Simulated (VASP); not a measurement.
Calculation: vdW-DF2, VASP's PBE PAW potentials (set 64) (plane waves; VASP 6.6.1).

A VASP calculation is set up with these files.

**KPOINTS**
```
Automatic mesh
0
Gamma
7 7 7
0 0 0
```

**INCAR**
```
# general
SYSTEM   = CsCl
PREC     = Accurate
ENCUT    = 520
LREAL    = .FALSE.
LASPH    = .TRUE.

# electronic loop
EDIFF    = 1E-7
NELM     = 100
ALGO     = Normal
LMAXMIX  = 4

# smearing
ISMEAR   = -5

# functional
GGA      = ML
LUSE_VDW = .TRUE.
AGGAC    = 0.0
ZAB_VDW  = -1.8867

# ions
ISIF     = 2

# output
LWAVE    = .FALSE.
LCHARG   = .TRUE.
LORBIT   = 11
NEDOS    = 601
```

### POSCAR
```
CsCl
1
    4.2099918539     0.0000000000     0.0000000000
    0.0000000000     4.2099918539     0.0000000000
    0.0000000000     0.0000000000     4.2099918539
Cs Cl
1 1
Direct
  0.0000000000   0.0000000000   0.0000000000
  0.5000000000   0.5000000000   0.5000000000
```

POTCAR, in this order: Cs_sv Cl (PBE.64 set). Program: vasp_std.

Output

**OSZICAR**
```
       N       E                     dE             d eps       ncg     rms          rms(c)
DAV:   1     0.103199744931E+03    0.10320E+03   -0.68445E+03   480   0.114E+03
DAV:   2     0.486405323858E+01   -0.98336E+02   -0.91077E+02   708   0.186E+02
DAV:   3    -0.314502099806E+01   -0.80091E+01   -0.79797E+01   584   0.619E+01
DAV:   4    -0.324079745642E+01   -0.95776E-01   -0.95732E-01   568   0.801E+00
DAV:   5    -0.324222611873E+01   -0.14287E-02   -0.14285E-02   616   0.100E+00    0.253E+00
DAV:   6    -0.273238235401E+01    0.50984E+00   -0.92171E-01   560   0.544E+00    0.169E+00
DAV:   7    -0.265916932728E+01    0.73213E-01   -0.23877E-01   640   0.297E+00    0.110E+00
DAV:   8    -0.264731471654E+01    0.11855E-01   -0.20884E-02   588   0.129E+00    0.148E-01
DAV:   9    -0.264632632636E+01    0.98839E-03   -0.39525E-03   684   0.461E-01    0.104E-01
DAV:  10    -0.264648852802E+01   -0.16220E-03   -0.44399E-04   572   0.232E-01    0.231E-02
DAV:  11    -0.264650632035E+01   -0.17792E-04   -0.25406E-05   596   0.629E-02    0.581E-03
DAV:  12    -0.264650781829E+01   -0.14979E-05   -0.85725E-06   580   0.264E-02    0.606E-03
DAV:  13    -0.264650692558E+01    0.89271E-06   -0.23280E-06   604   0.862E-03    0.106E-03
DAV:  14    -0.264650703250E+01   -0.10693E-06   -0.18812E-07   496   0.275E-03    0.211E-04
DAV:  15    -0.264650708010E+01   -0.47593E-07   -0.15913E-08   356   0.908E-04
   1 F= -.26465071E+01 E0= -.26465071E+01  d E =0.000000E+00
```

**OUTCAR**
```
------------------------ aborting loop because EDIFF is reached ----------------------------------------
  FORCE on cell =-STRESS in cart. coord.  units (eV):
  Direction    XX          YY          ZZ          XY          YZ          ZX
  --------------------------------------------------------------------------------------
  Total        0.0081940      0.0081940      0.0081940     -0.0000000     -0.0000000      0.0000000
  in kB        0.1759399      0.1759399      0.1759399     -0.0000000     -0.0000000      0.0000000
  external PRESSURE =       0.1759399 kB  Pullay stress =       0.0000000 kB
  volume of cell :       74.62
      direct lattice vectors                 reciprocal lattice vectors
     4.209991854  0.000000000  0.000000000     0.237530151  0.000000000  0.000000000
     0.000000000  4.209991854  0.000000000     0.000000000  0.237530151  0.000000000
     0.000000000  0.000000000  4.209991854     0.000000000  0.000000000  0.237530151
 POSITION                                       TOTAL-FORCE (eV/Angst)
 -----------------------------------------------------------------------------------
      0.00000      0.00000      0.00000         0.000000      0.000000      0.000000
      2.10500      2.10500      2.10500         0.000000      0.000000      0.000000
 -----------------------------------------------------------------------------------
    total drift:                                0.000000      0.000000     -0.000000
  FREE ENERGIE OF THE ION-ELECTRON SYSTEM (eV)
  ---------------------------------------------------
  free  energy   TOTEN  =        -2.6465070801 eV

  energy  without entropy=       -2.6465070801  energy(sigma->0) =       -2.64650708

 total charge

# of ion       s       p       d       tot
------------------------------------------
    1        1.804   4.657   0.026   6.486
    2        1.624   3.559   0.000   5.183
--------------------------------------------------
tot          3.428   8.215   0.026  11.669
```
(Selected blocks of OUTCAR.)

### OUTCAR
```
 val. band max:       -0.8024144502   @ k =   0.0000   0.0000   0.0000

 cond. band min:       4.0517234067   @ k =   0.0000   0.0000   0.0000


 Fermi energy:        -0.7997618179

 k-point     1 :       0.0000    0.0000    0.0000
  band No.  band energies     occupation
      1     -20.2022      2.00000
      2     -12.9268      2.00000
      3      -6.7084      2.00000
      4      -6.7084      2.00000
      5      -6.7084      2.00000
      6      -0.8024      2.00000
      7      -0.8024      2.00000
      8      -0.8024      2.00000
      9       4.0517      0.00000
     10       4.5318      0.00000
     11       4.5318      0.00000
     12       8.9585      0.00000

 k-point     2 :       0.1429    0.0000    0.0000
  band No.  band energies     occupation
      1     -20.1902      2.00000
      2     -12.9308      2.00000
      3      -6.8120      2.00000
      4      -6.6872      2.00000
      5      -6.6872      2.00000
      6      -1.0444      2.00000
      7      -0.8369      2.00000
      8      -0.8369      2.00000
      9       4.4995      0.00000
     10       4.6575      0.00000
     11       4.9772      0.00000
     12       8.7927      0.00000

 k-point     3 :       0.2857    0.0000    0.0000
  band No.  band energies     occupation
      1     -20.1630      2.00000
      2     -12.9412      2.00000
      3      -7.0267      2.00000
      4      -6.6384      2.00000
      5      -6.6384      2.00000
      6      -1.5042      2.00000
      7      -0.9170      2.00000
      8      -0.9170      2.00000
      9       4.9978      0.00000
     10       5.4488      0.00000
     11       6.1760      0.00000
     12       8.5325      0.00000

 k-point     4 :       0.4286    0.0000    0.0000
  band No.  band energies     occupation
      1     -20.1409      2.00000
      2     -12.9509      2.00000
      3      -7.1830      2.00000
      4      -6.5983      2.00000
      5      -6.5983      2.00000
      6      -1.8185      2.00000
...
```

Unless said otherwise, spin-orbit coupling is left out, though it shifts the bands of the heavy elements here.

The compound is CsCl in the CsCl type structure. It was relaxed first, which changed the volume by +7 %.
